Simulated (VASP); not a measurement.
# SnO2 (P6_3/mmc) in VASP: further runs

One crystal, SnO2, is run at these levels: LDA; tasks: evGW0 quasiparticle levels, dielectric tensor, G0W0 quasiparticle levels.

Everything below comes from runs of VASP 6.6.1. Logs are shortened: lines on timing, memory, paths and dates and some standing lists are left out, and cuts for length are marked.

## 1. Starting point

It takes space group P6_3/mmc (No. 194, hexagonal). The conventional cell has a = 3.231 Å, b = 3.231 Å, c = 10.791 Å, α = 90.00°, β = 90.00°, γ = 120.00°. Around Sn (site symmetry -3m) lie 6 O at 2.12 Å. Around O (site symmetry 3m) lie 3 Sn at 2.12 Å.

Measurements of this composition are mostly on another form, of space group No. 136.

## 2. EvGW0 quasiparticle levels, LDA

Input file POSCAR:

```
SnO2
1.0
    3.2305756168      0.0000000000      0.0000000000
   -1.6152878084      2.7977605530      0.0000000000
    0.0000000000      0.0000000000     10.7905620000
Sn O
2 4
Direct
    0.0000000000      0.0000000000      0.0000000000
    0.0000000000      0.0000000000      0.5000000000
    0.3333333333      0.6666666667      0.9058620000
    0.3333333333      0.6666666667      0.5941380000
    0.6666666667      0.3333333333      0.0941380000
    0.6666666667      0.3333333333      0.4058620000
```

Input file INCAR.step1:

```
SYSTEM = SnO2
ALGO = Normal
EDIFF = 1E-8
ENCUT = 500
ISMEAR = 0
KPAR = 4
LASPH = .TRUE.
LCHARG = .FALSE.
LREAL = .FALSE.
LWAVE = .TRUE.
NELM = 60
PREC = Accurate
SIGMA = 0.01
```

Input file INCAR.step2:

```
SYSTEM = SnO2
ALGO = Exact
EDIFF = 1E-8
ENCUT = 500
ISMEAR = 0
ISTART = 1
KPAR = 4
LASPH = .TRUE.
LCHARG = .FALSE.
LOPTICS = .TRUE.
LREAL = .FALSE.
LWAVE = .TRUE.
NBANDS = 317
NELM = 1
PREC = Accurate
SIGMA = 0.01
```

Input file INCAR.step3:

```
SYSTEM = SnO2
ALGO = EVGW0
EDIFF = 1E-8
ENCUT = 500
ENCUTGW = 120
ISMEAR = 0
ISTART = 1
KPAR = 4
LASPH = .TRUE.
LCHARG = .FALSE.
LREAL = .FALSE.
LWAVE = .FALSE.
NBANDS = 317
NBANDSGW = 34
NELMGW = 4
NOMEGA = 50
PREC = Accurate
PRECFOCK = Fast
SIGMA = 0.01
```

Input file KPOINTS:

```
k-points
0
G
  4 4 1
  0 0 0
```

Potentials or basis: VASP PAW LDA potentials, release 64 (Sn_d_GW, O_GW).

Launch:

```sh
> cat potpaw_LDA.64/Sn_d_GW/POTCAR potpaw_LDA.64/O_GW/POTCAR > POTCAR
> cp INCAR.step1 INCAR
> mpirun -np 4 vasp_std > vasp.out
> cp INCAR.step2 INCAR
> mpirun -np 4 vasp_std > vasp.out
> cp INCAR.step3 INCAR
> mpirun -np 4 vasp_std > vasp.out
```

OUTCAR:

```text
SYSTEM = SnO2
   EDIFF = 1E-8
   ENCUT = 500
   ENCUTGW = 120
   ISMEAR = 0
   ISTART = 1
   LASPH = .TRUE.
   LREAL = .FALSE.
   NELMGW = 4
   PREC = Accurate
   PRECFOCK = Fast

 ion  position               nearest neighbor table
   1  0.000  0.000  0.000-   3 2.12   5 2.12   5 2.12   3 2.12   5 2.12   3 2.12
   2  0.000  0.000  0.500-   4 2.12   6 2.12   6 2.12   4 2.12   6 2.12   4 2.12
   3  0.333  0.667  0.906-   1 2.12   1 2.12   1 2.12
   4  0.333  0.667  0.594-   2 2.12   2 2.12   2 2.12
   5  0.667  0.333  0.094-   1 2.12   1 2.12   1 2.12
   6  0.667  0.333  0.406-   2 2.12   2 2.12   2 2.12

  LATTYP: Found a hexagonal cell.
 ALAT       =     3.2305756168
 C/A-ratio  =     3.3401360253

  Lattice vectors:

 A1 = (   3.2305756168,   0.0000000000,   0.0000000000)
 A2 = (  -1.6152878084,   2.7977605530,   0.0000000000)
 A3 = (   0.0000000000,   0.0000000000,  10.7905620000)

Analysis of symmetry for initial positions (statically):
=====================================================================
 Subroutine PRICEL returns:
 Original cell was already a primitive cell.

 Routine SETGRP: Setting up the symmetry group for a
 hexagonal supercell.

 Subroutine GETGRP returns: Found 24 space group operations
 (whereof 12 operations were pure point group operations)
 out of a pool of 24 trial point group operations.

The static configuration has the point symmetry D_3d.
 The point group associated with its full space group is D_6h.

Analysis of symmetry for dynamics (positions and initial velocities):
=====================================================================
 Subroutine PRICEL returns:
 Original cell was already a primitive cell.

 Routine SETGRP: Setting up the symmetry group for a
 hexagonal supercell.

 Subroutine GETGRP returns: Found 24 space group operations
 (whereof 12 operations were pure point group operations)
 out of a pool of 24 trial point group operations.

The dynamic configuration has the point symmetry D_3d.
 The point group associated with its full space group is D_6h.

 Subroutine INISYM returns: Found 24 space group operations
 (whereof 12 operations are pure point group operations),
 and found     1 'primitive' translations

----------------------------------------------------------------------------------------

                                     Primitive cell

  volume of cell :      97.5292

  direct lattice vectors                    reciprocal lattice vectors
     3.230575617  0.000000000  0.000000000     0.309542360  0.178714365  0.000000000
    -1.615287808  2.797760553  0.000000000     0.000000000  0.357428730  0.000000000
     0.000000000  0.000000000 10.790562000     0.000000000  0.000000000  0.092673579

  length of vectors
     3.230575617  3.230575617 10.790562000     0.357428730  0.357428730  0.092673579

  position of ions in fractional coordinates (direct lattice)
     0.000000000  0.000000000  0.000000000
     0.000000000  0.000000000  0.500000000
     0.333333333  0.666666667  0.905862000
     0.333333333  0.666666667  0.594138000
     0.666666667  0.333333333  0.094138000
     0.666666667  0.333333333  0.405862000

  ion indices of the primitive-cell ions
   primitive index   ion index
                 1           1
                 2           2
                 3           3
                 4           4
                 5           5
                 6           6

----------------------------------------------------------------------------------------

 KPOINTS: k-points

Automatic generation of k-mesh.
 Grid dimensions read from file:
 generate k-points for:    4    4    1

 Generating k-lattice:

  Cartesian coordinates                     Fractional coordinates (reciprocal lattice)
     0.077385590  0.044678591  0.000000000     0.250000000  0.000000000  0.000000000
     0.000000000  0.089357182  0.000000000     0.000000000  0.250000000  0.000000000
     0.000000000  0.000000000  0.092673579     0.000000000  0.000000000  1.000000000

  Length of vectors
     0.089357182  0.089357182  0.092673579

  Shift w.r.t. Gamma in fractional coordinates (k-lattice)
     0.000000000  0.000000000  0.000000000

 Subroutine IBZKPT returns following result:
 ===========================================

 Found      4 irreducible k-points:

 Following reciprocal coordinates:
            Coordinates               Weight
  0.000000  0.000000  0.000000      1.000000
  0.250000  0.000000  0.000000      6.000000
  0.500000  0.000000  0.000000      3.000000
  0.250000  0.250000  0.000000      6.000000
   k-points           NKPTS =      4   k-points in BZ     NKDIM =     16   number of bands    NBANDS=    317
   number of dos      NEDOS =    301   number of ions     NIONS =      6
   total plane-waves  NPLWV =  46080
   dimension x,y,z NGX =    24 NGY =   24 NGZ =   80
   dimension x,y,z NGXF=    48 NGYF=   48 NGZF=  160
   ions per type =               2   4
   NGX,Y,Z   is equivalent  to a cutoff of  12.35, 12.35, 12.33 a.u.
   NGXF,Y,Z  is equivalent  to a cutoff of  24.70, 24.70, 24.65 a.u.
 SYSTEM =  SnO2
   PREC   = accura    normal or accurate (medium, high low for compatibility)
   ISTART =      1    job   : 0-new  1-cont  2-samecut
   ICHARG =      0    charge: 1-file 2-atom 10-const
   ISPIN  =      1    spin polarized calculation?
   LNONCOLLINEAR =      F non collinear calculations
   LSORBIT =      F    spin-orbit coupling
   LASPH  =      T    aspherical Exc in radial PAW
   ENCUT  =  500.0 eV  36.75 Ry    6.06 a.u.   5.89  5.89 19.67*2*pi/ulx,y,z
   NELM   =     60;   NELMIN=  2; NELMDL=  0     # of ELM steps
   EDIFF  = 0.1E-07   stopping-criterion for ELM
   LREAL  =      F    real-space projection
   EDIFFG = 0.1E-06   stopping-criterion for IOM
   NSW    =      0    number of steps for IOM
   IBRION =     -1    ionic relax: 0-MD 1-quasi-New 2-CG
   NFREE  =      0    steps in history (QN), initial steepest desc. (CG)
   ISIF   =      0    stress and relaxation
   ISYM   =      3    0-nonsym 1-usesym 2-fastsym
   POTIM  = 0.5000    time-step for ionic-motion
   TEBEG  =    0.0;   TEEND  =   0.0 temperature during run
   PSTRESS=    0.0 pullay stress
   NELECT =      52.0000    total number of electrons
   NUPDOWN=      -1.0000    fix difference up-down
   EMIN   =  10.00;   EMAX   =-10.00  energy-range for DOS
   EFERMI =   0.00;   METHOD = LEGACY
   ISMEAR =     0;   SIGMA  =   0.01  broadening in eV -4-tet -1-fermi 0-gaus
   EFERMI_NEDOS =   21; number of points for ismear=-14 and -15
   IALGO  =     38    algorithm
   IMIX   =      4    mixing-type and parameters
     AMIX     =   0.40;   BMIX     =  1.00
     AMIX_MAG =   1.60;   BMIX_MAG =  1.00
  volume/ion in A,a.u.               =      16.25       109.69
  Fermi-wavevector in a.u.,A,eV,Ry     =   1.327490  2.508591 23.976574  1.762228
  Thomas-Fermi vector in A             =   2.456798
   LORBIT       =      0    0 simple, 1 ext, 2 COOP (PROOUT), +10 PAW based schemes
   GGA     = CA    functional components
   LHFCALC =     T    Hartree Fock is set to
   PRECFOCK=fast      Normal, Fast or Accurate (Low or Medium for compatibility)
   ENCUT4O =  -1.0   cutoff for four orbital integrals eV
   NKREDX  =     1    reduce k-point grid by
   NKREDY  =     1    reduce k-point grid by
   NKREDZ  =     1    reduce k-point grid by
   AEXX    =    1.0000 exact exchange contribution
   HFSCREEN=    0.0000 screening length (either q_TF or 0.3 A-1)
   HFSCREENC=   0.0000 screening length for correlation (either q_TF or 0.3 A-1)
   ENCUTFOCK=  -1.0 apply spherical cutoff to Coloumb kernel
   IVDW    =     0    specifies the selected vdW correction
   LEPSILON=     F    determine dielectric tensor
   LRPA    =     F    only Hartree local field effects (RPA)
   LRPAFORCE           =     F    calculate RPA forces
   ENCUTGW             = 120.0    cutoff for response function in eV
   ENCUTGWSOFT         =  96.0    soft cutoff for Coulomb kernel in GW response function in eV
   ENCUTLF             =  -1.0    cutoff for local field effects
   NELMGW              =     4    number of iterations in solving QP/BSE equation
   NELMHF              =     1    number of iterations in the inner HF iteration
   NKREDLFX            =     1    NKREDLFY  =   1   NKREDLFZ  =   1
 non-spin polarized calculation
 Gauss-broadening in eV      SIGMA  =   0.01
  energy-cutoff  :      500.00
  volume of cell :       97.53
 maximum number of plane-waves:      2498
 NGX is ok and might be reduce to    24
  NGX = 14; NGY = 14; NGZ = 48
   NGX = 11   NGY = 11   NGZ = 39
 maximum number of plane-waves:       293
 NGX is ok and might be reduce to    14

 QP shifts <psi_nk| G(iteration)W_0 |psi_nk>: iteration 1
 for sc-GW calculations column KS-energies equals QP-energies in previous step
 and V_xc(KS)=  KS-energies - (<T + V_ion + V_H > + <T+V_H+V_ion>^1  + <V_x>^1)

 k-point   1 :       0.0000    0.0000    0.0000
  band No.  KS-energies  QP-energies   sigma(KS)   V_xc(KS)     V^pw_x(r,r')   Z            occupation Imag(sigma)

      1     -19.4661     -22.4237     -21.2504     -17.3153     -27.1745       0.7516       2.0000       0.4303
      2     -19.4661     -22.4237     -21.2504     -17.3153     -27.1745       0.7516       2.0000       0.4303
      3     -19.2929     -22.6034     -21.7346     -17.4509     -27.2513       0.7728       2.0000       0.3886
      4     -19.2929     -22.6034     -21.7346     -17.4509     -27.2513       0.7728       2.0000       0.3886
      5     -19.2929     -22.6034     -21.7346     -17.4509     -27.2513       0.7728       2.0000       0.3886
      6     -19.2929     -22.6034     -21.7346     -17.4509     -27.2513       0.7728       2.0000       0.3886
[... 26 lines left out ...]
     33      11.2794      12.8570     -10.7176     -12.6909      -5.7687       0.7994       0.0000      -0.1581
     34      11.2794      12.8570     -10.7176     -12.6909      -5.7687       0.7994       0.0000      -0.1581

 k-point   2 :       0.2500    0.0000    0.0000
  band No.  KS-energies  QP-energies   sigma(KS)   V_xc(KS)     V^pw_x(r,r')   Z            occupation Imag(sigma)

      1     -19.6957     -22.6887     -21.4730     -17.5005     -27.6935       0.7534       2.0000       0.5280
      2     -19.6957     -22.6887     -21.4730     -17.5005     -27.6935       0.7534       2.0000       0.5280
      3     -19.2612     -22.4327     -21.5555     -17.3986     -27.0958       0.7630       2.0000       0.3049
      4     -19.2612     -22.4327     -21.5555     -17.3986     -27.0958       0.7630       2.0000       0.3049
      5     -19.2008     -22.5517     -21.8466     -17.5215     -27.3630       0.7748       2.0000       0.3913
      6     -19.2008     -22.5517     -21.8466     -17.5215     -27.3630       0.7748       2.0000       0.3913
[... 26 lines left out ...]
     33      11.2709      12.5171      -9.9429     -11.5161      -5.8365       0.7921       0.0000      -0.1534
     34      11.4149      12.2925      -6.9318      -8.0048      -2.9798       0.8179       0.0000      -0.1187
[... 498 lines left out ...]
     33      11.8718      11.8745      -6.9982      18.8733      -3.1358       0.8091       0.0000      -0.1327
     34      13.5569      13.5589     -10.0682      23.6276      -5.5426       0.7882       0.0000      -0.1715

 k-point   4 :       0.2500    0.2500    0.0000
  band No. old QP-enery  QP-energies   sigma(KS)   T+V_ion+V_H  V^pw_x(r,r')   Z            occupation Imag(sigma)

      1     -23.5927     -23.6268     -21.3590      -2.2785     -27.8712       0.7612       2.0000       0.7413
      2     -23.5887     -23.6264     -21.3635      -2.2747     -27.8698       0.7618       2.0000       0.7381
      3     -23.3836     -23.4191     -21.5180      -1.9122     -27.6177       0.7619       2.0000       0.5848
      4     -23.3836     -23.4191     -21.5180      -1.9122     -27.6177       0.7619       2.0000       0.5848
      5     -23.2853     -23.3200     -21.5505      -1.7802     -26.9521       0.7640       2.0000       0.2535
      6     -23.2853     -23.3200     -21.5505      -1.7802     -26.9521       0.7640       2.0000       0.2535
[... 26 lines left out ...]
     33      13.2298      13.2330     -12.9666      26.2006      -7.9488       0.7615       0.0000      -0.2192
     34      12.5156      12.5180      -7.6115      20.1301      -3.6838       0.8087       0.0000      -0.1307
```

Wall time 5.1 min (4 MPI ranks of Intel Xeon Platinum 8488C (Sapphire Rapids), shared host); peak memory 0.97 GiB.

What came out:

```
Band gap on the k mesh, mean-field level : 1.95 eV, indirect (least direct gap 2.37 eV)
Quasiparticle gap                        : 3.90 eV
Least direct quasiparticle gap           : 4.36 eV
```

Levels at points of the mesh, in eV from the valence-band top:
| k point | band 24 | band 25 | band 26 | band 27 | band 28 | band 29 |
| --- | --- | --- | --- | --- | --- | --- |
| (0.00, 0.00, 0.00) | -0.88 | -0.88 | -0.42 | 1.95 | 2.69 | 5.23 |
| (0.50, 0.00, 0.00) | -0.53 | -0.47 | -0.09 | 4.93 | 5.07 | 6.73 |

Quasiparticle gap after each update of the energies (eV): 3.59, 3.85, 3.89, 3.90

Caveat: the k mesh is coarse (spacing up to 0.58 Å⁻¹), so the values aren't converged; bands, screening cutoff and mesh are small and nothing is extrapolated, so the quasiparticle values aren't converged; spin-orbit coupling is left out, which moves the levels of the heavy elements; an odd mesh through Γ misses points on the zone boundary, where band edges often lie.

(Continued in part 2 of 2.)
